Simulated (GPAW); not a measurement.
The system is FeO2.

```
CELL_PARAMETERS angstrom
4.60941 0.00000 0.00000
0.00000 4.60941 0.00000
0.00000 0.00000 2.97711
ATOMIC_POSITIONS crystal
Fe 0.50000 0.50000 0.50000
Fe 0.00000 0.00000 0.00000
O 0.19054 0.80946 0.50000
O 0.69054 0.69054 0.00000
O 0.30946 0.30946 0.00000
O 0.80946 0.19054 0.50000
```

The cell comes from a database or a generator and needn't be the stable form of this composition.

Base run:

- Program: GPAW 26.7.0
- Functional: PBEsol
- Potentials or basis: PAW data sets generated in the run's folder for this functional
- Cutoff: 800 eV
- Basis: pw
- k mesh: 6 × 6 × 9
- Occupations: fermi-dirac, width 0.05 eV
- Spin: collinear spin, ferromagnetic start
- Starting moments: [3.0, 3.0, 0.0, 0.0, 0.0, 0.0] μB

Its results: pressure -22.1 GPa; net moment 6.05 μB per cell; site moments Fe +2.57; O +0.12 μB; largest force 0.142 eV/Å.

The run is repeated on the same cell with these changes: k mesh from 6 × 6 × 9 to 4 × 4 × 6. What comes out?

Pressure -21.8 GPa; net moment 6.16 μB per cell; site moments Fe +2.61; O +0.13 μB; largest force 0.176 eV/Å.

Caveats: only a ferromagnetic start was run, and an antiferromagnetic order may lie lower in energy; so large a pressure means that the cell lies far from this level's equilibrium, or that cutoff or potentials fall short (some runs).

Not every run made on this cell is shown here.
